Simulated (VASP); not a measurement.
A run of VASP 6.6.1 is set up as follows.

INCAR

```
SYSTEM = CdIn2S4
PREC = Accurate ; ENCUT = 300
EDIFF = 1E-7 ; ISMEAR = 0
SIGMA = 0.03 ; LREAL = .False.
LASPH = .True. ; NELM = 80
ALGO = Normal ; ISIF = 2
LWAVE = .False. ; LCHARG = .False.
GGA = PE ; IBRION = 2
NSW = 40 ; EDIFFG = -0.01
```

KPOINTS

```
Automatic mesh
0
Gamma
  3 3 3
  0 0 0
```

POSCAR

```
CdIn2S4                                 
1.0
    0.0000000000      5.6262866754      5.6262866754
    5.6262866754      0.0000000000      5.6262866754
    5.6262866754      5.6262866754      0.0000000000
  Cd              In              S             
     2     4     8
Direct
     0.0000000000000000    0.0000000000000000    1.0000000000000000
     0.2500000000000000    0.2500000000000000    0.2500000000000000
     0.6250000000000000    0.6250000000000000    0.6250000000000000
     0.1250000000000000    0.6250000000000000    0.6250000000000000
     0.6250000000000000    0.6250000000000000    0.1250000000000000
     0.6250000000000000    0.1250000000000000    0.6250000000000000
     0.3845047800234441    0.3845047800234441    0.3845047800234441
     0.4035143400703180    0.8654952199765559    0.8654952199765559
     0.3845047800234441    0.3845047800234441    0.8464856599296821
     0.8654952199765559    0.4035143400703180    0.8654952199765559
     0.8464856599296821    0.3845047800234441    0.3845047800234441
     0.8654952199765559    0.8654952199765559    0.8654952199765559
     0.3845047800234441    0.8464856599296821    0.3845047800234441
     0.8654952199765559    0.8654952199765559    0.4035143400703180
```

Potentials or basis: VASP PAW PBE potentials, release 64 (Cd, In, S).

Launch:

```bash
$ cat potpaw_PBE.64/Cd/POTCAR potpaw_PBE.64/In/POTCAR potpaw_PBE.64/S/POTCAR > POTCAR
$ mpirun -np 4 vasp_std > vasp.out
```

Q: Predict the energy gained by relaxing.

A: 1.0 meV/atom.

Q: Predict the band gap on the k mesh.

A: 0.71 eV, indirect (least direct gap 0.79 eV).

Forces on the atoms (eV/Å):
```
Cd   0.000  0.000  0.000
Cd   0.000  0.000  0.000
In   0.000  0.000  0.000
In   0.000  0.000  0.000
In   0.000  0.000  0.000
In   0.000  0.000  0.000
S    0.002  0.002  0.002
S   -0.002  0.002  0.002
S   -0.002 -0.002  0.002
S    0.002 -0.002  0.002
S    0.002 -0.002 -0.002
S   -0.002 -0.002 -0.002
S   -0.002  0.002 -0.002
S    0.002  0.002 -0.002
```

Caveat: spin-orbit coupling is left out, which moves the levels of the heavy elements; an odd mesh through Γ misses points on the zone boundary, where band edges often lie.
